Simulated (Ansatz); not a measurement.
**Turning moments in Mn**

We look at Mn: an unrelaxed test cell, picked because its SCF is hard, with 4 atoms per cell.

```
CELL_PARAMETERS angstrom
2.83800 0.00000 0.00000
0.00000 2.83800 0.00000
0.00000 0.00000 5.67590
ATOMIC_POSITIONS crystal
Mn 0.01310 0.01310 0.01310
Mn 0.51310 0.51310 0.26310
Mn 0.01310 0.01310 0.51310
Mn 0.51310 0.51310 0.76310
```

Site labels below count the atoms in this order, from 1.

Theory: DFT, LDA, norm-conserving potentials, plane waves, scalar-relativistic in Ansatz development build ahead of 0.2.0.

```yaml
plane_wave_cutoff: 1306 eV
k_point_mesh: 3×3×2 (Γ-centred)
occupations: Gaussian smearing, 0.05 eV
```

Site vectors of these older runs were integrated over wider regions than atomic spheres, and need not add up to the total.

The mesh is coarse, so energy differences (and at times their sign) aren't converged.

Spins are non-collinear; moments are vectors (x, y, z) in μB. Without spin–orbit coupling a common rotation of all moments costs nothing, so only their relative directions matter.

By default the program goes on after convergence only on a hint of a lower state. With a search on, the program may also reshape the start on open shells.

Only this run was made, so its end need not be the lowest state of the cell.

Where moments are weakly coupled, the SCF can meet its threshold before they have finished turning.

(1) Start Mn1 (0.11, 1.22, -1.03), Mn2 (0.50, -1.31, 2.31), Mn3 (-1.89, 0.98, -1.81), Mn4 (0.83, -1.85, -1.08); default search for lower states. What happens?

## Answers

(1) It converges in 95 iterations: Mn1 (0.70, 0.20, 0.13), Mn2 (-0.22, 0.23, 0.65), Mn3 (-0.89, -0.04, -0.32), Mn4 (0.28, -0.53, -0.76) μB (canted; angles of the large moments to the first 93°, 164°, 91°); the program warns that the starting moments weren't kept.
